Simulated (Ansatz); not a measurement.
# Al8N7: the cost of one run

Method: DFT PBE, scalar-relativistic, plane waves, PAW, in Ansatz 0.2.0.

3 further runs of the same task are left out: 3 set aside as unsound or not needed.

### Step 1. Starting point

The structure is cubic, space group F-43m (No. 216). Conventional cell: a = 4.403 Å, b = 4.403 Å, c = 4.403 Å, α = 90.00°, β = 90.00°, γ = 90.00°. Al (site symmetry -43m) is surrounded by 4 N at 1.91 Å. N (site symmetry -43m) is surrounded by 4 Al at 1.91 Å.

As a file:

```xyz
2
Lattice="0.0000 2.2016 2.2016 2.2016 0.0000 2.2016 2.2016 2.2016 0.0000" Properties=species:S:1:pos:R:3 pbc="T T T"
Al    0.0000    0.0000    0.0000
N     3.3024    3.3024    3.3024
```

It goes back to an entry of the Materials Project, which need not be the stable form.

It is the result of an earlier relaxation at this level (volume 10.67 Å³/atom; gap on the mesh: 3.31 eV).

The host's static dielectric tensor, from an earlier linear-response run, has a mean of 8.66.

The perfect supercell (rows 0 -2 2; 0 0 2; -2 0 2 in vectors of this cell) was computed beforehand with the same settings: E(σ→0) = -7382.2454 eV for 16 atoms, gap 2.88 eV on its own mesh.

### Step 2. Setting up the defect

The atom at (0.125, 0.125, 0.125) of the supercell is taken out. The other atoms start on their ideal sites. Its neighbours are 4 Al at 1.91 Å.

### Step 3. Charge state 0

Contents of input.yaml:

```yaml
crystal:
  lattice:
    - [0.0, 4.4031742003, -4.4031742003]
    - [4.4031742003, 4.4031742003, 0.0]
    - [4.4031742003, 0.0, -4.4031742003]
  atoms:
    - { symbol: Al, position: [0.0, 0.0, 0.5], spin: 0.25 }
    - { symbol: Al, position: [0.0, 0.5, 0.5] }
    - { symbol: Al, position: [0.5, 0.0, 0.5] }
    - { symbol: Al, position: [0.5, 0.5, 0.5] }
    - { symbol: Al, position: [0.0, 0.0, 1.0], spin: 0.25 }
    - { symbol: Al, position: [0.0, 0.5, 1.0], spin: 0.25 }
    - { symbol: Al, position: [0.5, 0.0, 1.0], spin: 0.25 }
    - { symbol: Al, position: [0.5, 0.5, 1.0] }
    - { symbol: "N", position: [0.125, 0.625, 0.125] }
    - { symbol: "N", position: [0.625, 0.125, 0.125] }
    - { symbol: "N", position: [0.625, 0.625, 0.125] }
    - { symbol: "N", position: [0.125, 0.125, 0.625] }
    - { symbol: "N", position: [0.125, 0.625, 0.625] }
    - { symbol: "N", position: [0.625, 0.125, 0.625] }
    - { symbol: "N", position: [0.625, 0.625, 0.625] }
  host:
    lattice:
      - [0.0, 2.2015871002, 2.2015871002]
      - [2.2015871002, 0.0, 2.2015871002]
      - [2.2015871002, 2.2015871002, 0.0]
    atoms:
      - { symbol: Al, position: [0.0, 0.0, 0.0] }
      - { symbol: "N", position: [0.75, 0.75, 0.75] }
basis:
  ecutwfc: 420
  xc_grid: 2
kpoints:
  mp_grid: { grid: [1, 1, 1], shift: [0.0, 0.0, 0.0] }
hamiltonian:
  xc: pbe
scf:
  occupations: { method: gaussian, width: 0.01 }
output:
  forces: true
  stress: false
  eigenvalues: true
  populations: true
  charged_corrections:
    defect_position: [0.125, 0.125, 0.125]
    epsilon: [[8.6591, 0.0, 0.0], [0.0, 8.6591, 0.0], [0.0, 0.0, 8.6591]]
magnetization:
  spin_polarized: true
relax:
  adjacent_minimum: "off"
  f_tol: 0.025
  max_steps: 45
```

Started as:

```sh
ansatz run input.yaml --threads 4 --pin off --max-ram 10240MiB --backend cpu --events-out ev --progress --plain --runs-dir out
```

What time and memory should one allow on 4 threads of Intel Xeon 6975P-C (Granite Rapids), shared host?

About 3.7 s, with a peak of 0.43 GiB.
